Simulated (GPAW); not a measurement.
# Ge (Fd-3m) in GPAW: equation of state

Aim: energy against volume of Ge in PBEsol, for its equilibrium volume and stiffness.

Program: GPAW 26.7.0. These are calculated values, not measurements. Logs are shortened: lines on timing, memory, paths and dates and some standing lists are left out, and cuts for length are marked. The log counts tension as positive stress, the text compression.

**The experiment to reproduce.**

From “Sub-monolayer structures of Ag overlayers on Ge(111): experimental observations and first-principles study”, 2019, arxiv:1908.00180, for a bulk crystal of Ge: bulk modulus 75.8 GPa.

The results are compared with them further down.

### 1 The crystal as given

The structure is cubic, space group Fd-3m (No. 227). Conventional cell: a = 5.658 Å, b = 5.658 Å, c = 5.658 Å, α = 90.00°, β = 90.00°, γ = 90.00°. Around Ge (site symmetry -43m) lie 4 Ge at 2.45 Å.

### 2 Equation of state, PBEsol

run.py reads:

```python
from ase import Atoms
from ase.eos import EquationOfState
from ase.io import Trajectory
from ase.units import GPa
from gpaw import GPAW, PW, setup_paths

setup_paths.insert(0, '.')

atoms = Atoms(['Ge', 'Ge'],
              cell=[[0.0, 2.82891, 2.82891],
                    [2.82891, 0.0, 2.82891],
                    [2.82891, 2.82891, 0.0]],
              scaled_positions=[[0.75, 0.75, 0.75],
                                [0.5, 0.5, 0.5]],
              pbc=True)

traj = Trajectory('eos.traj', 'w')
volumes, energies = [], []
for x in [0.94, 0.96, 0.98, 1.0, 1.02, 1.04, 1.06]:
    a = atoms.copy()
    a.set_cell(atoms.cell * x**(1 / 3), scale_atoms=True)
    calc = GPAW(mode=PW(600),
                xc='PBEsol',
                kpts={'size': (8, 8, 8), 'gamma': True},
                occupations={'name': 'fermi-dirac', 'width': 0.05},
                nbands=11,
                convergence={'density': 1e-05, 'energy': 1e-05},
                maxiter=150,
                txt=f'eos-{x:.2f}.txt')
    a.calc = calc
    energies.append(a.get_potential_energy(force_consistent=True))
    volumes.append(a.get_volume())
    p = -a.get_stress()[:3].mean() / GPa
    calc.write(f'eos-{x:.2f}.gpw')
    traj.write(a)
    print(f'{x:.2f} {volumes[-1]:10.4f} A^3 {energies[-1]:14.6f} eV {p:9.3f} GPa', flush=True)

v0, e0, B = EquationOfState(volumes, energies, eos='birchmurnaghan').fit()
print(f'V0 = {v0:.4f} A^3, E0 = {e0:.6f} eV, B0 = {B / GPa:.2f} GPa')
```

Potentials or basis: PAW data sets generated in the run's folder for this functional, pw.

Command:

```console
$ gpaw-setup -f PBEsol Ge
$ OMP_NUM_THREADS=1 python run.py
```

Output:

```text
__  _  _
 | _ |_)|_||  |
 |__||  | ||/\| - 26.7.0

Input parameters:
  mode=PW(ecut=600.0),
  convergence={'density': 1e-05, 'energy': 1e-05},
  kpts=MonkhorstPack(size=(8, 8, 8), gamma=True),
  maxiter=150,
  nbands=11,
  occupations=Occupations(name='fermi-dirac', width=0.05),
  xc=XC(name='PBEsol')

Diagonalizing LCAO Hamiltonian
Converting LCAO to pw mode

           Ge

       Ge

Atoms  # Å, Bohr magnetons
|   | symbol |        x |        y |        z |    initial magnetic moments |
|---|--------|----------|----------|----------|-----------------------------|
| 0 |     Ge | 4.156741 | 4.156741 | 4.156741 | ( 0.0000,  0.0000,  0.0000) |
| 1 |     Ge | 2.771161 | 2.771161 | 2.771161 | ( 0.0000,  0.0000,  0.0000) |

Unit cell  # Å
| periodic |        x |        y |        z |  lengths |    angles |
|----------|----------|----------|----------|----------|-----------|
|      yes | 0.000000 | 2.771161 | 2.771161 | 3.919013 | 60.000000 |
|      yes | 2.771161 | 0.000000 | 2.771161 | 3.919013 | 60.000000 |
|      yes | 2.771161 | 2.771161 | 0.000000 | 3.919013 | 60.000000 |

Number of symmetries: 24
Symmetry operations  # r_c * U_cc + t_c -> r_c
|    | kind |            matrix            |
|----|------|------------------------------|
|  0 |  E   |  1, 0, 0,  0, 1, 0,  0, 0, 1 |
|  1 |  σ   |  1, 0, 0,  0, 0, 1,  0, 1, 0 |
|  2 |  σ   |  1, 0,-1,  0, 1,-1,  0, 0,-1 |
|  3 |  C3  |  1, 0,-1,  0, 0,-1,  0, 1,-1 |
|  4 |  C3  |  1,-1, 0,  0,-1, 1,  0,-1, 0 |
|  5 |  σ   |  1,-1, 0,  0,-1, 0,  0,-1, 1 |
|  6 |  σ   |  0, 1, 0,  1, 0, 0,  0, 0, 1 |
|  7 |  C3  |  0, 1, 0,  0, 0, 1,  1, 0, 0 |
|  8 |  C2  |  0, 1,-1,  1, 0,-1,  0, 0,-1 |
|  9 |  S4  |  0, 1,-1,  0, 0,-1,  1, 0,-1 |
| 10 |  C3  |  0, 0, 1,  1, 0, 0,  0, 1, 0 |
| 11 |  σ   |  0, 0, 1,  0, 1, 0,  1, 0, 0 |
| 12 |  S4  |  0, 0,-1,  1, 0,-1,  0, 1,-1 |
| 13 |  C3  |  0, 0,-1,  0, 1,-1,  1, 0,-1 |
| 14 |  S4  |  0,-1, 1,  1,-1, 0,  0,-1, 0 |
| 15 |  C2  |  0,-1, 1,  0,-1, 0,  1,-1, 0 |
| 16 |  C3  |  0,-1, 0,  1,-1, 0,  0,-1, 1 |
| 17 |  S4  |  0,-1, 0,  0,-1, 1,  1,-1, 0 |
| 18 |  S4  | -1, 1, 0, -1, 0, 1, -1, 0, 0 |
| 19 |  C3  | -1, 1, 0, -1, 0, 0, -1, 0, 1 |
| 20 |  C3  | -1, 0, 1, -1, 1, 0, -1, 0, 0 |
| 21 |  S4  | -1, 0, 1, -1, 0, 0, -1, 1, 0 |
| 22 |  σ   | -1, 0, 0, -1, 1, 0, -1, 0, 1 |
| 23 |  C2  | -1, 0, 0, -1, 0, 1, -1, 1, 0 |

BZ-sampling:
  Number of BZ points: 512
  Number of IBZ points: 29

  Monkhorst-Pack size: [8, 8, 8]
  Monkhorst-Pack shift: [0.0625, 0.0625, 0.0625]

K-points  # in reciprocal-cell coordinates
|     |                                coordinates |     weight |
|-----|--------------------------------------------|------------|
|   0 | (  0.00000000,   0.00000000,   0.00000000) | 0.00195312 |
|   1 | (  0.12500000,   0.12500000,   0.00000000) | 0.01171875 |
|   2 | (  0.12500000,   0.12500000,   0.12500000) | 0.01562500 |
|   3 | (  0.25000000,   0.12500000,   0.12500000) | 0.02343750 |
|   4 | (  0.25000000,   0.25000000,   0.00000000) | 0.01171875 |
|   5 | (  0.25000000,   0.25000000,   0.12500000) | 0.04687500 |
|   6 | (  0.25000000,   0.25000000,   0.25000000) | 0.01562500 |
|   7 | (  0.37500000,   0.25000000,  -0.37500000) | 0.04687500 |
|   8 | (  0.37500000,   0.25000000,   0.12500000) | 0.04687500 |
|   9 | (  0.37500000,   0.25000000,   0.25000000) | 0.04687500 |
| ... |                                            |            |
|  28 | (  0.50000000,   0.50000000,   0.50000000) | 0.00781250 |

Plane wave coefficients: 1433
Cutoff: 600.0 eV

Spin-components: 1 (collinear spins)
Bands:           11
Projectors:      10
Spin-degeneracy: 2
Datatype:        complex128

Parallelization:
  kpt:    1
  domain: 1
  band:   1

Density:
  Valence electrons: 8.0
  Components: 1
  Grid points: [24 24 24]
  Charge: 0.0  # |e|

Potential:
  Grid points: [24 24 24]

species:
  Ge:
    name:    Germanium
    Z:       32.0
    valence: 4
    core:    28
    charge:  0.0  # [|e|]
    compensation charges:
      type: gauss
      rc: 0.32  # [Å]
      lmax: 2
    cutoffs:
      filter: 1.77  # [Å]
      core: 3.42  # [Å]
    projectors
    | kind |    occ | energy [eV] | rcut [Å] |
    |------|--------|-------------|----------|
    |   4s |  2.000 |     -11.738 |    1.005 |
    |   4p |  2.000 |      -3.898 |    1.005 |
    |    s |        |      15.473 |    1.005 |
    |    p |        |      23.314 |    1.005 |
    |    d |        |       0.000 |    1.005 |

    Using partial waves for Ge as LCAO basis

Reference energy: -114111.519876  # eV

eigensolver:
  PPCG
  Converge bands: occupied
  niter=2

density mixing:
  MSR1-Mixer
  Pratt-step length: 0.05
  Maximum mixing coefficient: 0.75
  Old densities: 10
  SVD Regularization: 0.005
  Good broyden scale: 1.0
  Trust region scale: 1.0
  Backstep threshold: 4.0
  History deletion threshold: 6.0
  Fourier metric: weight=20.0, sigma=0.015

occupation numbers:
  Fermi-Dirac:
    width: 0.0500  # eV

poisson solver:
  ecut: 4800.0  # eV

xc functional:
  name: PBEsol with 2 nearest neighbor stencil

convergence criteria:
- Maximum integral of absolute [dens]ity change: 1e-05 electrons / valence electron
- Maximum [total energy] change in last 3 cyles: 1e-05 eV / valence electron
- Maximum integral of absolute [eigenst]ate change: 4e-08 eV^2 / valence electron
maximum number of iterations: 150

SCF iterations
|iter     | |      energy | eigst |  dens |
|---------|-|-------------|-------|-------|
|iter:   1| |   -9.863576 | -0.46 |       |
|iter:   2| |   -9.855100 | -2.72 | -0.90 |
|iter:   3| |   -9.784545 | -2.47 | -0.93 |
|iter:   4| |   -9.782661 | -3.40 | -1.56 |
|iter:   5| |   -9.782671 | -5.19 | -2.48 |
|iter:   6| |   -9.782673c| -6.62 | -3.31 |
|iter:   7| |   -9.782673c| -7.79c| -3.78 |
|iter:   8| |   -9.782673c| -8.37c| -4.98 |
|iter:   9| |   -9.782673c| -9.36c| -5.65c|

Converged in 9 steps
Energy contributions relative to reference atoms: (reference = -114111.519876)

Energy contributions:
  Kinetic:          33.269067
  Coulomb:         -29.301769
  Zero:             -0.002050
  External:          0.000000
  Xc:              -13.747786
  Entropy:          -0.000270
  Spinorbit:         0.000000
  ----------------------------
  Free energy:      -9.782808
  Extrapolated:     -9.782673

dipole moment: (3.741036, 3.741036, 3.741036)  # |e|*Ang

Fermi level: 6.682
Eigenvalues  # (at kpt = [0.000, 0.000, 0.000])
| band index |      eig [eV] | occ [0-2] |
|------------|---------------|-----------|
|          0 |        -6.736 |     2.000 |
|          1 |         6.534 |     1.903 |
|          2 |         6.534 |     1.903 |
|          3 |         6.534 |     1.903 |
|          4 |         7.162 |     0.000 |
|          5 |         9.093 |     0.000 |
|          6 |         9.093 |     0.000 |
|          7 |         9.093 |     0.000 |
|          8 |        12.936 |     0.000 |
|          9 |        16.070 |     0.000 |
|         10 |        16.072 |     0.000 |

Gap: 0.338 eV
Transition (v -> c):
  (s=0, k=0, n=3, [0.00, 0.00, 0.00]) -> (s=0, k=28, n=4, [0.50, 0.50, 0.50])
Direct/indirect transitions are different
Direct gap: 0.629 eV
Transition at: (s=0, k=0, n=3, [0.00, 0.00, 0.00])

Stress tensor  # eV/Ang^3
|         x |         y |         z |
|-----------|-----------|-----------|
| -0.038489 | -0.000000 |  0.000000 |
| -0.000000 | -0.038489 | -0.000000 |
|  0.000000 | -0.000000 | -0.038489 |

# Writing to eos-0.94.gpw (mode='')
```

eos-0.96.txt:

```text
SCF iterations
|iter     | |      energy | eigst |  dens |
|---------|-|-------------|-------|-------|
|iter:   1| |   -9.888276 | -0.47 |       |
|iter:   2| |   -9.880497 | -2.72 | -0.91 |
|iter:   3| |   -9.813886 | -2.52 | -0.93 |
|iter:   4| |   -9.811968 | -3.44 | -1.56 |
|iter:   5| |   -9.811979 | -5.21 | -2.49 |
[... 40 lines left out ...]
  (s=0, k=0, n=3, [0.00, 0.00, 0.00]) -> (s=0, k=28, n=4, [0.50, 0.50, 0.50])
Direct/indirect transitions are different
Direct gap: 0.427 eV
Transition at: (s=0, k=0, n=3, [0.00, 0.00, 0.00])

Stress tensor  # eV/Ang^3
|         x |         y |         z |
|-----------|-----------|-----------|
| -0.026236 |  0.000000 |  0.000000 |
|  0.000000 | -0.026236 | -0.000000 |
|  0.000000 | -0.000000 | -0.026236 |

# Writing to eos-0.96.gpw (mode='')
```

Run time: 59 s. Hardware: 1 thread of Arm Neoverse V2, shared host; peak memory 0.23 GiB.

What came out:

```yaml
Equilibrium_volume: 22.96 Å³/atom
Bulk_modulus: 67 GPa
Pressure_derivative_of_the_bulk_modulus: "5.0 (rough: it moves with the points fitted)"
```

Energy against volume, from the lowest point:
```tsv
volume (Å³/atom)	energy (meV/atom)
21.281	29.82
21.733	15.13
22.186	5.68
22.639	0.84
23.092	0.00
23.545	2.79
23.997	8.86
```

### 3 How close it comes

Step 2. Measured bulk modulus of Ge: 75.8 GPa (quoted in “Sub-monolayer structures of Ag overlayers on Ge(111): experimental observations and first-principles study”, 2019, arxiv:1908.00180). This calculation gives 67 GPa (-11.4 %). The fit is for a static lattice scaled at fixed shape and fixed fractional positions. The cell as given is a measured one (22.64 Å³/atom); PBEsol puts the equilibrium volume +1.4 % from it, thermal expansion not counted.
